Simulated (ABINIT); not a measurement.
# WC (Qusongite) (P-6m2) in ABINIT: further runs, part 2 of 2

ABINIT 10.8.3 (patched build).

## 3. Single point, LDA (cell relaxed)

Input file run.abi:

```
pp_dirpath "./"
pseudos "W.upf, C.upf"

acell 3*1.0
rprim
     5.4484801133     0.0000000000     0.0000000000
    -2.7242400472     4.7185221861     0.0000000000
     0.0000000000     0.0000000000     5.3085246910
ntypat 2
znucl 74 6
natom 2
typat 1 2
xred
     0.0000000000     0.0000000000     0.0000000000
     0.6666666700     0.3333333300     0.5000000000
chkprim 0
chksymtnons 0
tolsym 1.0e-6

ecut 41.0

kptopt 1
ngkpt 8 8 7
nshiftk 1
shiftk 0.0 0.0 0.0

ixc 7

nband 13
occopt 3
tsmear 0.00183747

nstep 100
tolvrs 1.0e-10

iomode 3
prtwf 0
prtden 0
prteig 0
prtebands 0
enunit 1
```

Potentials or basis: PseudoDojo NC SR LDA v0.4.1 standard.

Run with:

```
mpirun --bind-to none -np 4 abinit run.abi > log 2>&1
```

run.abo:

```text
.Version 10.8.3 of ABINIT
 Symmetries : space group P-6 m 2 (#187); Bravais hP (primitive hexag.)
================================================================================
 Values of the parameters that define the memory need of the present run
     intxc =       0    ionmov =       0      iscf =       7    lmnmax =       8
     lnmax =       8     mgfft =      32  mpssoang =       4    mqgrid =    3001
     natom =       2  nloc_mem =       1    nspden =       1   nspinor =       1
    nsppol =       1      nsym =      12    n1xccc =    2501    ntypat =       2
    occopt =       3   xclevel =       1
       mpw =        1730          nfft =       32768          nkpt =          40
================================================================================
================================================================================

--------------------------------------------------------------------------------
------------- Echo of variables that govern the present computation ------------
--------------------------------------------------------------------------------
 -outvars: echo values of preprocessed input variables --------
            acell      1.0000000000E+00  1.0000000000E+00  1.0000000000E+00 Bohr
              amu      1.83850000E+02  1.20110000E+01
          chkprim           0
      chksymtnons           0
             ecut      4.10000000E+01 Hartree
           enunit           1
              ixc           7
         kptrlatt        8    0    0      0    8    0      0    0    7
          kptrlen      3.71596728E+01
            natom           2
            nband          13
            ngfft          32      32      32
             nkpt          40
            nstep         100
             nsym          12
           ntypat           2
           occopt           3
           prtden           0
        prtebands           0
           prteig           0
            prtwf           0
            rprim      5.4484801133E+00  0.0000000000E+00  0.0000000000E+00
                      -2.7242400472E+00  4.7185221861E+00  0.0000000000E+00
                       0.0000000000E+00  0.0000000000E+00  5.3085246910E+00
          spgroup         187
           tolsym      1.00000000E-06
[... 117 lines left out ...]
 reduced coordinates (array xred) for    2 atoms
       0.000000000000      0.000000000000      0.000000000000
       0.666666666667      0.333333333333      0.500000000000
 rms dE/dt=  8.8990E-26; max dE/dt=  1.3786E-25; dE/dt below (all hartree)
    1       0.000000000000     -0.000000000000      0.000000000000
    2      -0.000000000000      0.000000000000      0.000000000000

 cartesian coordinates (angstrom) at end:
    1      0.00000000000000     0.00000000000000     0.00000000000000
    2      1.44160575569718     0.83231146944346     1.40457514404366

 cartesian forces (hartree/bohr) at end:
    1     -0.00000000000000     0.00000000000000    -0.00000000000000
    2      0.00000000000000    -0.00000000000000    -0.00000000000000
 frms,max,avg= 1.2651550E-26 1.8977325E-26   0.000E+00  0.000E+00  0.000E+00 h/b

 cartesian forces (eV/Angstrom) at end:
    1     -0.00000000000000     0.00000000000000    -0.00000000000000
    2      0.00000000000000    -0.00000000000000    -0.00000000000000
 frms,max,avg= 6.5056885E-25 9.7585328E-25   0.000E+00  0.000E+00  0.000E+00 e/A
 length scales=  1.000000000000  1.000000000000  1.000000000000 bohr
              =  0.529177210544  0.529177210544  0.529177210544 angstroms
 Fermi (or HOMO) energy (eV) =  17.86025   Average Vxc (eV)= -14.58063
 Eigenvalues (   eV  ) for nkpt=  40  k points:
 kpt#   1, nband= 13, wtk=  0.00223, kpt=  0.0000  0.0000  0.0000 (reduced coord)
 -56.21668  -20.20081  -20.07457  -20.07457    3.18391   13.23933   14.23963   14.23963
  17.81707   21.00809   21.00809   23.43388   23.43773
 prteigrs : prtvol=0 or 1, do not print more k-points.

--- !EnergyTerms
iteration_state     : {dtset: 1, }
comment             : Components of total free energy in Hartree
kinetic             :  2.45401089661165E+01
hartree             :  8.58893532473019E+00
xc                  : -1.86677927709227E+01
Ewald energy        : -6.65799340118614E+01
psp_core            :  2.06108453302031E+00
local_psp           : -4.44103635917468E+01
non_local_psp       :  1.24910689122245E+01
internal            : -8.19768926384394E+01
'-kT*entropy'       : -6.32706423743348E-05
total_energy        : -8.19769559090818E+01
total_energy_eV     : -2.23070661051178E+03
band_energy         : -4.06932045363800E+00
...

 Cartesian components of stress tensor (hartree/bohr^3)
  sigma(1 1)=  4.78230784E-06  sigma(3 2)=  0.00000000E+00
  sigma(2 2)=  4.78233366E-06  sigma(3 1)=  0.00000000E+00
  sigma(3 3)=  4.82245672E-06  sigma(2 1)= -3.02554691E-11

-Cartesian components of stress tensor (GPa)         [Pressure= -1.4109E-01 GPa]
- sigma(1 1)=  1.40700354E-01  sigma(3 2)=  0.00000000E+00
- sigma(2 2)=  1.40701114E-01  sigma(3 1)=  0.00000000E+00
- sigma(3 3)=  1.41881575E-01  sigma(2 1)= -8.90146634E-07

== END DATASET(S) ==============================================================
================================================================================

 -outvars: echo values of variables after computation  --------
            acell      1.0000000000E+00  1.0000000000E+00  1.0000000000E+00 Bohr
           etotal     -8.1976955909E+01
            fcart     -1.8977324762E-26  1.0956563607E-26 -0.0000000000E+00
                       1.8977324762E-26 -1.0956563607E-26 -0.0000000000E+00
            rprim      5.4484801133E+00  0.0000000000E+00  0.0000000000E+00
                      -2.7242400472E+00  4.7185221861E+00  0.0000000000E+00
                       0.0000000000E+00  0.0000000000E+00  5.3085246910E+00
           strten      4.7823078425E-06  4.7823336613E-06  4.8224567156E-06
                       0.0000000000E+00  0.0000000000E+00 -3.0255469115E-11
           xangst      0.0000000000E+00  0.0000000000E+00  0.0000000000E+00
                       1.4416057557E+00  8.3231146944E-01  1.4045751440E+00
             xred      0.0000000000E+00  0.0000000000E+00  0.0000000000E+00
                       6.6666666667E-01  3.3333333333E-01  5.0000000000E-01
 Calculation completed.
```

Wall time 7.2 s (4 MPI ranks of Arm Neoverse V2, shared host); peak memory 0.28 GiB.

Results:

```yaml
Free_energy: -2230.7066 eV
Pressure: -0.1 GPa
Band_gap_on_the_k_mesh: none (metal or under the smearing width)
Valence_electrons_inside_the_program's_atomic_spheres: W 10.25; C 4.13
```

The run has no spin-orbit coupling, so splittings on W are missing.

## 4. Single point, LDA

Input file run.abi:

```
# Pseudopotentials
pp_dirpath "./"
pseudos "W.upf, C.upf"

# Structure
acell 3*1.0 Angstrom
rprim
     2.9065000000     0.0000000000     0.0000000000
    -1.4532500000     2.5171028361     0.0000000000
     0.0000000000     0.0000000000     2.8366000000
ntypat 2
znucl 74 6
natom 2
typat 1 2
xred
     0.0000000000     0.0000000000     0.0000000000
     0.6666666667     0.3333333333     0.5000000000

# Plane-wave basis
ecut 31.0

# k points
kptopt 1
ngkpt 8 8 7
nshiftk 1
shiftk 0.0 0.0 0.0

# Exchange and correlation
ixc 7

# Bands and occupations
nband 13
occopt 3
tsmear 0.00183747

# SCF cycle
nstep 100
tolvrs 1.0e-10

# Output
iomode 3
prtwf 0
prtden 0
prteig 0
prtebands 0
```

Potentials or basis: PseudoDojo NC SR LDA v0.4.1 standard.

Run with:

```
mpirun --bind-to none -np 4 abinit run.abi > log 2>&1
```

run.abo:

```text
.Version 10.8.3 of ABINIT
 Symmetries : space group P-6 m 2 (#187); Bravais hP (primitive hexag.)
================================================================================
 Values of the parameters that define the memory need of the present run
     intxc =       0    ionmov =       0      iscf =       7    lmnmax =       8
     lnmax =       8     mgfft =      30  mpssoang =       4    mqgrid =    3001
     natom =       2  nloc_mem =       1    nspden =       1   nspinor =       1
    nsppol =       1      nsym =      12    n1xccc =    2501    ntypat =       2
    occopt =       3   xclevel =       1
       mpw =        1168          nfft =       27000          nkpt =          40
================================================================================
================================================================================

--------------------------------------------------------------------------------
------------- Echo of variables that govern the present computation ------------
[... 197 lines left out ...]
- sigma(2 2)=  1.12276938E+01  sigma(3 1)=  0.00000000E+00
- sigma(3 3)=  1.40914869E+01  sigma(2 1)=  0.00000000E+00

== END DATASET(S) ==============================================================
================================================================================

 -outvars: echo values of variables after computation  --------
            acell      1.8897261259E+00  1.8897261259E+00  1.8897261259E+00 Bohr
           etotal     -8.1974775103E+01
            fcart     -0.0000000000E+00 -0.0000000000E+00 -0.0000000000E+00
                      -0.0000000000E+00 -0.0000000000E+00 -0.0000000000E+00
            rprim      2.9065000000E+00  0.0000000000E+00  0.0000000000E+00
                      -1.4532500000E+00  2.5171028361E+00  0.0000000000E+00
                       0.0000000000E+00  0.0000000000E+00  2.8366000000E+00
           strten      3.8162155523E-04  3.8162155523E-04  4.7895990475E-04
                       0.0000000000E+00  0.0000000000E+00  0.0000000000E+00
           xangst      0.0000000000E+00  0.0000000000E+00  0.0000000000E+00
                       1.4532500000E+00  8.3903427870E-01  1.4183000000E+00
             xred      0.0000000000E+00  0.0000000000E+00  0.0000000000E+00
                       6.6666666667E-01  3.3333333333E-01  5.0000000000E-01
 Calculation completed.
```

Wall time 9.9 s (4 MPI ranks of Arm Neoverse N1, shared host); peak memory 0.24 GiB.

What came out:

| Quantity | Value |
| --- | --- |
| Free energy | -2230.6473 eV |
| Band gap on the k mesh | none (metal or under the smearing width) |
| Valence electrons inside the program's atomic spheres | W 10.20; C 4.06 |

Levels at points of the mesh, in eV from the Fermi level:
```csv
k point,band 5,band 6,band 7,band 8,band 9,band 10,band 11,band 12,band 13
"(0.00, 0.00, 0.00)",-14.47,-4.46,-3.48,-3.48,-0.05,3.04,3.04,5.44,5.44
"(0.50, 0.00, 0.00)",-11.09,-7.14,-3.78,-3.71,-0.59,2.15,4.36,4.70,6.68
```

Caveat: the cutoff is too short for stress, so the log's stress isn't used. Spin-orbit coupling is left out, which matters for the levels of W.

## 5. Single point, PBE

Edit run.abi of step 4 so:

```diff
@@ -1,2 +1 @@
-# Pseudopotentials
 pp_dirpath "./"
@@ -4,3 +3,2 @@
 
-# Structure
 acell 3*1.0 Angstrom
@@ -18,6 +16,4 @@
 
-# Plane-wave basis
-ecut 31.0
+ecut 1006.821291 eV
 
-# k points
 kptopt 1
@@ -27,6 +23,4 @@
 
-# Exchange and correlation
-ixc 7
+ixc 11
 
-# Bands and occupations
 nband 13
@@ -35,3 +29,2 @@
 
-# SCF cycle
 nstep 100
@@ -39,7 +32,10 @@
 
-# Output
 iomode 3
 prtwf 0
-prtden 0
 prteig 0
 prtebands 0
+prtden 1
+prtvha 1
+prtvclmb 1
+prtpot 1
+prtelf 1
```

Potentials or basis: PseudoDojo NC SR PBE v0.5 stringent.

Run with:

```
mpirun --bind-to none -np 4 abinit run.abi > log 2>&1
```

It took 6.6 s on 4 MPI ranks of Arm Neoverse V2, shared host; peak memory 0.24 GiB.

Results (log left out):

```
Free energy                                           : -2228.2656 eV
Pressure                                              : 5.4 GPa
Band gap on the k mesh                                : none (metal or under the smearing width)
Valence electrons inside the program's atomic spheres : W 10.17; C 4.10
```

Stress tensor (GPa, compression positive):
```
5.73 0.00 0.00
0.00 5.73 0.00
0.00 0.00 4.80
```

Levels at points of the mesh, in eV from the Fermi level:
| k point | band 7 | band 8 | band 9 | band 10 | band 11 | band 12 |
| --- | --- | --- | --- | --- | --- | --- |
| (0.00, 0.00, 0.00) | -3.47 | -3.47 | -0.06 | 3.10 | 3.10 | 5.47 |
| (0.50, 0.00, 0.00) | -3.76 | -3.70 | -0.61 | 2.22 | 4.41 | 4.74 |

## 6. The runs side by side

| task | level | potentials or basis | cell | cutoff (eV) | cell freedom (optcell) | optimiser (ionmov) | cutoff smearing ecutsm (Ha) | force stop (Ha/bohr) | gap on the mesh (eV) | pressure (GPa) |
| --- | --- | --- | --- | --- | --- | --- | --- | --- | --- | --- |
| relaxation of cell and atoms | LDA | PseudoDojo NC SR LDA v0.4.1 standard | relaxed | 1116 | 2 | 2 | 0.5 | 2e-05 | none | 0.0 |
| single point | LDA | PseudoDojo NC SR LDA v0.4.1 standard | cell relaxed | 1116 | - | - | - | - | none | -0.1 |
| single point | LDA | PseudoDojo NC SR LDA v0.4.1 standard | as given | 844 | - | - | - | - | none | - |
| single point | PBE | PseudoDojo NC SR PBE v0.5 stringent | as given | 1007 | - | - | - | - | none | 5.4 |

Alike in all rows: no spin polarisation; k mesh 8 × 8 × 7; smearing fermi-dirac 0.05 eV.

Absolute energies hang on the potentials; compare differences alone.
